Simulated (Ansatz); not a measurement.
**Nickel, bcc: HSE06 after PBE**

Aim: see what exact exchange does to the levels and moments, and what it costs. The geometry was relaxed under PBE beforehand and is kept. Exact exchange is dear, so the k-mesh is coarse, and PBE is run on the same mesh for comparison.

Computed with Ansatz 0.2.0 (DFT, plane waves (420 eV) with PBE-made PAW files, scalar-relativistic; functionals as named at each step, unless a step says otherwise).

## Step 1: The structure to begin with

Symmetry: Im-3m, No. 229, cubic system. Conventional cell: a = 2.801 Å, b = 2.801 Å, c = 2.801 Å, α = 90.00°, β = 90.00°, γ = 90.00°. Around Ni (site symmetry m-3m) lie 8 Ni at 2.43 Å.

As a file:

```cif
data_structure
_symmetry_space_group_name_H-M 'P 1'
_symmetry_Int_Tables_number 1
_cell_length_a 2.4254
_cell_length_b 2.4254
_cell_length_c 2.4254
_cell_angle_alpha 109.471
_cell_angle_beta 109.471
_cell_angle_gamma 109.471
_cell_volume 10.98
loop_
_atom_site_label
_atom_site_type_symbol
_atom_site_fract_x
_atom_site_fract_y
_atom_site_fract_z
_atom_site_occupancy
Ni1 Ni 0.00000 0.00000 0.00000 1
```

Starting moments (μB): +0.59.

## Step 2: PBE, coarse mesh

The run with PBE.

The input, input.yaml:

```yaml
crystal:
  lattice:
    - [-1.4003306329, 1.4003306329, 1.4003306329]
    - [1.4003306329, -1.4003306329, 1.4003306329]
    - [1.4003306329, 1.4003306329, -1.4003306329]
  atoms:
    - { symbol: Ni, position: [0.0, 0.0, 0.0], spin: 0.592 }
hamiltonian:
  xc: pbe
  pseudopotentials:
    kind: paw
    azcp:
      Ni: "pseudopotentials/Ni.paw.azcp"
basis:
  ecutwfc: 420
  fft_grid_basis: typed
kpoints:
  mp_grid: { grid: [8, 8, 8], shift: [0, 0, 0] }
magnetization:
  spin_polarized: true
scf:
  occupations: { method: fermi_dirac, width: 0.1 }
```

The run is started by

```sh
$ ansatz run input.yaml --threads 4 --pin off --max-ram 8192MiB --backend cpu --events-out ev --progress --plain --runs-dir out
```

## Step 3: HSE06, coarse mesh

The run with HSE06.

Changes to input.yaml since step 2:

```diff
@@ -8,3 +8,3 @@
 hamiltonian:
-  xc: pbe
+  xc: hse06
   pseudopotentials:
@@ -22 +22,6 @@
   occupations: { method: fermi_dirac, width: 0.1 }
+output:
+  write_density: true
+  write_potential: true
+  elf: true
+  volumetric_format: npy
```

(Steps that only read results are left out.)

Q: Predict the outcome of this session. Wanted: PBE: gap; PBE: magnetic state; HSE06: gap; HSE06: magnetic state.

The runs gave:

| quantity | value |
| --- | --- |
| PBE: gap | none (levels filled in part) |
| PBE: magnetic state | ferromagnetic, up to 0.60 μB per atom |
| HSE06: gap | none (levels filled in part) |
| HSE06: magnetic state | ferromagnetic, up to 0.88 μB per atom |
| HSE06: SCF cycles, exchange loops | 32, 3 |
| HSE06: CPU time over that of PBE | 12 |

Neither PBE nor HSE06 shows a clean gap on this mesh. Moments change from 0.60 μB to 0.88 μB at most; exact exchange favours larger moments in itinerant magnets. HSE06 cost 12 times the CPU time of PBE. HSE06 needed 3 outer loops of the exchange operator. The total energies in the logs cannot be compared from one functional to another.
